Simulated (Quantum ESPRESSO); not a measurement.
**BP in Quantum ESPRESSO: the effect of functional**

Crystal: BP.

```
P B
1.0
     0.00000    2.26900    2.26900
     2.26900    0.00000    2.26900
     2.26900    2.26900    0.00000
P B
1 1
Direct
  0.75000 0.75000 0.75000
  0.00000 0.00000 0.00000
```

Alike in all runs:

| Property | Result |
| --- | --- |
| Program | Quantum ESPRESSO 7.5 |
| Task | phonons |
| Cutoff | 1034 eV |
| Density cutoff | 4136 eV |
| k mesh | 6 × 6 × 6, shifted |
| Occupations | fermi-dirac, width 0.05 eV |
| Spin | no spin polarisation |

Each run relaxes the cell or the atoms first.

| functional | potentials or basis | relaxed volume (Å³/atom) | dielectric constant (mean) | highest phonon frequency (cm⁻¹) |
| --- | --- | --- | --- | --- |
| LDA | PseudoDojo 0.4.1 SR LDA standard | ? | ? | ? |
| PBE | PseudoDojo 0.4.1 SR PBE standard | 11.75 | 9.12 | 800 |
| revPBE | PseudoDojo 0.4.1 SR PBE standard | 11.80 | 9.06 | 797 |
| RPBE | PseudoDojo 0.4.1 SR PBE standard | 11.82 | 9.04 | 796 |
| PW91 | PseudoDojo 0.4.1 SR PBE standard | 11.78 | 9.09 | 797 |
| vdW-DF-cx | PseudoDojo 0.4.1 SR PBE standard | 11.67 | 9.19 | 805 |

Problem. What does the run with functional LDA give?

Solution. Relaxed volume 11.29 Å³/atom; dielectric constant 9.13 mean; highest phonon frequency 821 cm⁻¹.

Caveats: the potentials were made for another functional, which shifts forces and pressure (some runs).
